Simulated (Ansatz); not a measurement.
PbS in Ansatz: the effect of functional

Crystal: PbS.

```
CELL_PARAMETERS angstrom
2.15410 1.24367 3.51962
-2.15410 1.24367 3.51962
0.00000 -2.48734 3.51962
ATOMIC_POSITIONS crystal
Pb 0.98057 0.98057 0.98057
S 0.47504 0.47504 0.47504
```

The cell is a database's computed one.

The cell isn't the ideal one: volume scaled by 1.06.

Alike in all runs:

* Program: Ansatz 0.2.0
* Task: single point
* Potentials or basis: Ansatz PAW
* k mesh: 8 × 8 × 8
* Occupations: fermi-dirac, width 0.05 eV
* Spin: no spin polarisation

Q: One run gave: gap on the mesh 0.90 eV; pressure -3.0 GPa; largest force 0.02 eV/Å. Which functional did it use?
A. r2SCAN
B. PBEsol
C. LDA

A: A.

| functional | cutoff | gap on the mesh (eV) | pressure (GPa) | largest force (eV/Å) |
| --- | --- | --- | --- | --- |
| LDA | 420 eV (not typed: the program's choice for these potentials) | 0.50 | -6.2 | 0.03 |
| PBEsol | 420 eV (not typed: the program's choice for these potentials) | 0.53 | -4.6 | 0.02 |
| r2SCAN | 500 eV (not typed: the program's choice for these potentials) | 0.90 | -3.0 | 0.02 |

Caveats: spin-orbit coupling is left out, which as a rule narrows the gap of such compounds by several tenths of an eV; the PAW data sets come from PBE, with cores solved anew for the run's functional, which leaves a small shift of forces and pressure.

A k mesh can miss the band edges.
